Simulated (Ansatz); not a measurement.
# Response to strain in CsI

Take CsI in the CsCl type structure (space group Pm-3m, No. 221; a = 4.667 Å) as the base.

Strains are applied to the cell and any free atomic positions relax.

Level of theory: PBE, PAW, 420 eV (Ansatz, a quantum-chemistry and plane-wave program; no spin-orbit coupling).

```
isotropic strain (%)  pressure (GPa)
--------------------  --------------
-5.96                            2.9
-5.13                              ?
0                                0.0
1.4                             -0.4
2.32                            -0.6
```

Problem. Fit P = P₀ − Bδ + Cδ² with δ = (1 + ε)³ − 1 to the rows shown and predict the withheld row.

Solution. Least squares on the printed values gives P₀ = 0.0 GPa, B = 11.0 GPa, C = 36.7 GPa (largest residual 0.0 GPa); this predicts 2.4 GPa, and the run gives 2.3 GPa, in agreement.

Whether these cells are dynamically stable was not tested.
